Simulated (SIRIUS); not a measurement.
# Hf (Pm-3m) in SIRIUS: notebook, part 3 of 3

SIRIUS 7.12.0. Earlier steps stand in the parts before.

**8. Equation of state, RPBE, 26.22 Å³/atom (volume scaled by 1.06)**

sirius.json

```json
{
  "control": {
    "processing_unit": "cpu",
    "std_evp_solver_name": "lapack",
    "gen_evp_solver_name": "lapack",
    "verbosity": 2,
    "print_forces": false,
    "ortho_rf": true,
    "use_second_variation": true,
    "rmt_max": 3.0,
    "num_bands_to_print": 21,
    "save_wf": true
  },
  "parameters": {
    "electronic_structure_method": "full_potential_lapwlo",
    "xc_functionals": ["XC_GGA_X_RPBE", "XC_GGA_C_PBE"],
    "core_relativity": "dirac",
    "valence_relativity": "iora",
    "num_fv_states": 21,
    "smearing": "fermi_dirac",
    "smearing_width": 0.0018374661,
    "pw_cutoff": 20,
    "gk_cutoff": 3.47,
    "lmax_apw": 11,
    "lmax_rho": 8,
    "lmax_pot": 8,
    "num_mag_dims": 0,
    "auto_rmt": 0,
    "ngridk": [9, 9, 9],
    "shiftk": [0, 0, 0],
    "num_dft_iter": 80,
    "energy_tol": 1e-07,
    "density_tol": 1e-05,
    "use_symmetry": true
  },
  "settings": {"tol_ne": 1e-10},
  "iterative_solver": {"type": "exact"},
  "mixer": {"type": "anderson", "beta": 0.5, "max_history": 8},
  "unit_cell": {
    "lattice_vectors": [[5.6142970198, 0.0, 0.0], [0.0, 5.6142970198, 0.0], [0.0, 0.0, 5.6142970198]],
    "atom_types": ["Hf"],
    "atom_files": {"Hf": "Hf.json"},
    "atoms": {"Hf": [[0.5, 0.5, 0.5]]}
  }
}
```

Hf.json

```json
{
  "name": "hafnium",
  "symbol": "Hf",
  "number": 72,
  "mass": 178.49,
  "rmin": 1e-06,
  "rmt": 2.65,
  "nrmt": 800,
  "rinf": 17.22,
  "core": "1s2s2p3s3p3d4s4p4d",
  "valence": [
    {"basis": [{"enu": 0.06, "dme": 0, "n": 0, "auto": 0}, {"enu": 0.06, "dme": 1, "n": 0, "auto": 0}]},
    {"l": 0, "n": 1, "basis": [{"enu": 0.16, "dme": 0, "n": 0, "auto": 0}]},
    {"l": 1, "n": 2, "basis": [{"enu": 0.16, "dme": 0, "n": 0, "auto": 0}]},
    {"l": 2, "n": 3, "basis": [{"enu": 0.16, "dme": 0, "n": 0, "auto": 0}]},
    {"l": 3, "n": 4, "basis": [{"enu": 0.16, "dme": 0, "n": 0, "auto": 0}]},
    {"l": 4, "n": 5, "basis": [{"enu": 0.16, "dme": 0, "n": 0, "auto": 0}]}
  ],
  "lo": [
    {"l": 0, "basis": [{"enu": 0.16, "dme": 0, "n": 0, "auto": 0}, {"enu": 0.16, "dme": 1, "n": 0, "auto": 0}]},
    {
      "l": 0,
      "basis": [{"enu": -2.1907, "dme": 0, "n": 5, "auto": 1}, {"enu": -2.1907, "dme": 1, "n": 5, "auto": 1}]
    },
    {
      "l": 0,
      "basis": [{"enu": -2.1907, "dme": 1, "n": 5, "auto": 1}, {"enu": 0.16, "dme": 0, "n": 0, "auto": 0}]
    },
    {"l": 0, "basis": [{"enu": 0.16, "dme": 0, "n": 0, "auto": 0}, {"enu": 2.4384, "dme": 0, "n": 0, "auto": 0}]},
    {"l": 1, "basis": [{"enu": 0.16, "dme": 0, "n": 0, "auto": 0}, {"enu": 0.16, "dme": 1, "n": 0, "auto": 0}]},
    {
      "l": 1,
      "basis": [{"enu": -1.043, "dme": 0, "n": 5, "auto": 1}, {"enu": -1.043, "dme": 1, "n": 5, "auto": 1}]
    },
    {"l": 1, "basis": [{"enu": -1.043, "dme": 1, "n": 5, "auto": 1}, {"enu": 0.16, "dme": 0, "n": 0, "auto": 0}]},
    {"l": 1, "basis": [{"enu": 0.16, "dme": 0, "n": 0, "auto": 0}, {"enu": 2.7801, "dme": 0, "n": 0, "auto": 0}]},
    {"l": 2, "basis": [{"enu": 0.16, "dme": 0, "n": 0, "auto": 0}, {"enu": 0.16, "dme": 1, "n": 0, "auto": 0}]},
    {"l": 2, "basis": [{"enu": 0.16, "dme": 1, "n": 0, "auto": 0}, {"enu": 0.16, "dme": 2, "n": 0, "auto": 0}]},
    {"l": 2, "basis": [{"enu": 0.16, "dme": 0, "n": 0, "auto": 0}, {"enu": 2.3814, "dme": 0, "n": 0, "auto": 0}]},
    {"l": 3, "basis": [{"enu": 0.16, "dme": 0, "n": 0, "auto": 0}, {"enu": 0.16, "dme": 1, "n": 0, "auto": 0}]},
    {
      "l": 3,
      "basis": [{"enu": -0.3673, "dme": 0, "n": 4, "auto": 1}, {"enu": -0.3673, "dme": 1, "n": 4, "auto": 1}]
    },
    {
      "l": 3,
      "basis": [{"enu": -0.3673, "dme": 1, "n": 4, "auto": 1}, {"enu": 0.16, "dme": 0, "n": 0, "auto": 0}]
    },
    {"l": 3, "basis": [{"enu": 0.16, "dme": 0, "n": 0, "auto": 0}, {"enu": 3.4637, "dme": 0, "n": 0, "auto": 0}]},
    {"l": 4, "basis": [{"enu": 0.16, "dme": 0, "n": 0, "auto": 0}, {"enu": 0.16, "dme": 1, "n": 0, "auto": 0}]},
    {"l": 4, "basis": [{"enu": 0.16, "dme": 0, "n": 0, "auto": 0}, {"enu": 2.8941, "dme": 0, "n": 0, "auto": 0}]}
  ],
  "free_atom": [... radial grid and density of the free atom, the start of the SCF ...]
}
```

sirius_start.json

```json
{
  "control": {
    "processing_unit": "cpu",
    "std_evp_solver_name": "lapack",
    "gen_evp_solver_name": "lapack",
    "verbosity": 1,
    "print_forces": false,
    "ortho_rf": true,
    "use_second_variation": true,
    "rmt_max": 3.0,
    "num_bands_to_print": 21,
    "save_wf": false
  },
  "parameters": {
    "electronic_structure_method": "full_potential_lapwlo",
    "xc_functionals": ["XC_LDA_X", "XC_LDA_C_PW"],
    "core_relativity": "dirac",
    "valence_relativity": "iora",
    "num_fv_states": 21,
    "smearing": "fermi_dirac",
    "smearing_width": 0.0055123983,
    "pw_cutoff": 20,
    "gk_cutoff": 2.78,
    "lmax_apw": 11,
    "lmax_rho": 8,
    "lmax_pot": 8,
    "num_mag_dims": 0,
    "auto_rmt": 0,
    "ngridk": [4, 4, 4],
    "shiftk": [0, 0, 0],
    "num_dft_iter": 30,
    "energy_tol": 0.01,
    "density_tol": 0.05,
    "use_symmetry": true
  },
  "settings": {"tol_ne": 1e-10},
  "iterative_solver": {"type": "exact"},
  "mixer": {"type": "anderson", "beta": 0.5, "max_history": 8},
  "unit_cell": {
    "lattice_vectors": [[5.6142970198, 0.0, 0.0], [0.0, 5.6142970198, 0.0], [0.0, 0.0, 5.6142970198]],
    "atom_types": ["Hf"],
    "atom_files": {"Hf": "Hf.json"},
    "atoms": {"Hf": [[0.5, 0.5, 0.5]]}
  }
}
```

The run is started by

```bash
$ OMP_NUM_THREADS=1 sirius.scf --input=sirius_start.json --output=start.json
$ OMP_NUM_THREADS=1 sirius.scf --input=sirius.json --output=output.json --task=1
```

Run time: 36 s. Hardware: 1 thread of Arm Neoverse V2, shared host; peak memory 0.34 GiB.

Results (log left out):

- Free energy: -410844.4079 eV
- Band gap on the k mesh: none (metal or under the smearing width)
- All electrons inside the program's atomic spheres: Hf 70.04 (radii Hf 2.65 bohr)

**9. Equation of state, RPBE**

Potentials or basis: all-electron FP-LAPW, apw+lo standard.

No new run: the results of the series are fitted here.

What came out:

* Equilibrium volume: 25.53 Å³/atom
* Bulk modulus: 72 GPa
* Pressure derivative of the bulk modulus: 3.0 (rough: it moves with the points fitted)

Energy against volume, from the lowest point:
```csv
volume (Å³/atom),energy (meV/atom)
23.255,50.74
23.750,30.25
24.244,14.82
24.739,4.89
25.234,0.03
25.729,0.00
26.223,3.37
```

Spin-orbit coupling is left out, which matters for the levels of Hf.
